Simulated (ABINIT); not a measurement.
The system is HfB2.

```
Hf B
1.0
     3.14000    0.00000    0.00000
    -1.57000    2.71932    0.00000
     0.00000    0.00000    3.48000
Hf B
1 2
Direct
  0.00000 0.00000 0.00000
  0.66667 0.33333 0.50000
  0.33333 0.66667 0.50000
```

* Program: ABINIT 10.8.3 (patched build)
* Task: relaxation of cell and atoms
* Functional: PBE
* Dispersion: D3(BJ)
* Potentials or basis: JTH PAW PBE v2.0
* Cutoff: 517 eV
* k mesh: 10 × 10 × 8
* Occupations: fermi-dirac, width 0.05 eV
* Spin: no spin polarisation

At the start: pressure -4.5 GPa; volume 9.90 Å³/atom.

**Question.** Where does the relaxation end?

**Answer.** Over 4 steps the energy falls by 2.6 meV/atom and the volume is 9.73 Å³/atom (-1.8 %); space group P6/mmm (No. 191, to 0.05 Å).

Step by step:
| step | energy change (eV) | largest force (eV/Å) | pressure (GPa) | volume (Å³) |
| --- | --- | --- | --- | --- |
| 1 | 0.0000 | 0.0000 | -4.55 | 29.71 |
| 2 | -0.0073 | 0.0000 | -1.00 | 29.30 |
| 3 | -0.0077 | 0.0000 | 0.02 | 29.19 |
| 4 | -0.0077 | 0.0000 | 0.00 | 29.19 |

Final structure:
```yaml
crystal:
  lattice:
    - [3.11993, 0.00000, 0.00000]
    - [-1.55997, 2.70194, 0.00000]
    - [0.00000, 0.00000, 3.46301]
  atoms:
    - { symbol: Hf, position: [0.00000, 0.00000, 0.00000] }
    - { symbol: B, position: [0.66667, 0.33333, 0.50000] }
    - { symbol: B, position: [0.33333, 0.66667, 0.50000] }
```

Caveat: pairwise dispersion overbinds metals, which lowers pressure and volume; the atomic spheres overlap.
